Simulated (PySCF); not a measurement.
Substituent effects on chemical shifts

Parent skeleton `[CH3:1][CH3:2]`; one hydrogen on atom 1 is replaced by X. Hydrogens on one atom are averaged.

Theory: GFN2-xTB geometry, shielding tensors at PBE0/pcSseg-1 (GIAO), in PySCF 2.14.0 with density-fitted response routines (one computed conformer, relativity neglected, no solvent model, fast rotation and ring inversion assumed for equivalent nuclei).

Referencing at the same level of theory: 13C, 1H against TMS.

Parent (X = H): C1 9.5, C2 9.5, H(C1) 0.98, H(C2) 0.98 ppm. Effects are Δδ = δ(X) − δ(H), positive for deshielding.

Known members:
```
      X     C1    C2  H(C1)  H(C2)
C(S)CH3  +37.7  +6.8  +1.94  +0.35
  CH2OH  +23.2  +2.0  +0.53  -0.06
    CH3  +11.4  +9.3  +0.40  +0.02
   SCF3  +23.7  +3.3  +2.22  +0.42
  CH2CN  +14.7  +5.9  +0.63  +0.26
```

Four more derivatives gave (Δδ, ppm):
```csv
compound,C1,C2,H(C1),H(C2)
1,+57.9,+6.8,+3.27,+0.49
2,+38.1,+12.7,+2.94,+0.37
3,+15.2,+3.2,+0.95,+0.25
4,+26.4,+5.6,+0.19,+0.05
```

**Question.** Their substituents are CH=NMe, N-pyrrolyl, OCF3, iPr. Which is which?

**Answer.** 1: X = OCF3 (CCOC(F)(F)F); 2: X = N-pyrrolyl (CCn1cccc1); 3: X = CH=NMe (CC/C=N\C); 4: X = iPr (CCC(C)C).
